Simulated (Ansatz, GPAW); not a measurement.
One calculation of CuAu3, 3 ways

```xyz
4
Lattice="3.9800 0.0000 0.0000 0.0000 3.9800 0.0000 0.0000 0.0000 3.9800" Properties=species:S:1:pos:R:3 pbc="T T T"
Au    1.9900    1.9900    0.0000
Au    1.9900    0.0000    1.9900
Au    0.0000    1.9900    1.9900
Cu    0.0000    0.0000    0.0000
```

Alike in all runs: task equation of state; functional PBEsol; k mesh 7 × 7 × 7; occupations fermi-dirac, width 0.05 eV; no spin polarisation; no spin-orbit coupling.

```
                           program and potentials  plane-wave cutoff (eV)                                                 notes  equilibrium volume (Å³/atom)  bulk modulus (GPa)
                               Ansatz, Ansatz PAW                     420  potentials made for PBE, which Ansatz adapts in part                         15.67               174.7
   Ansatz, all-electron LAPW, scalar-relativistic                       -                                                     -                         15.67               174.6
GPAW, PAW data sets generated for this functional                     600                                                     -                         15.93               171.6
```

The equilibrium volume spans 15.67 (Ansatz, all-electron LAPW, scalar-relativistic) to 15.93 Å³/atom (GPAW, PAW data sets generated for this functional), with all-electron results at 15.67. The bulk modulus spans 171.6 (GPAW, PAW data sets generated for this functional) to 174.7 GPa (Ansatz, Ansatz PAW), with all-electron results at 174.6. For a metal such a mesh isn't converged, which the comparison doesn't need.

The functional is the same throughout but for its coding, so the spread measures potentials, basis and numerics; runs on potential files found faulty are left out.
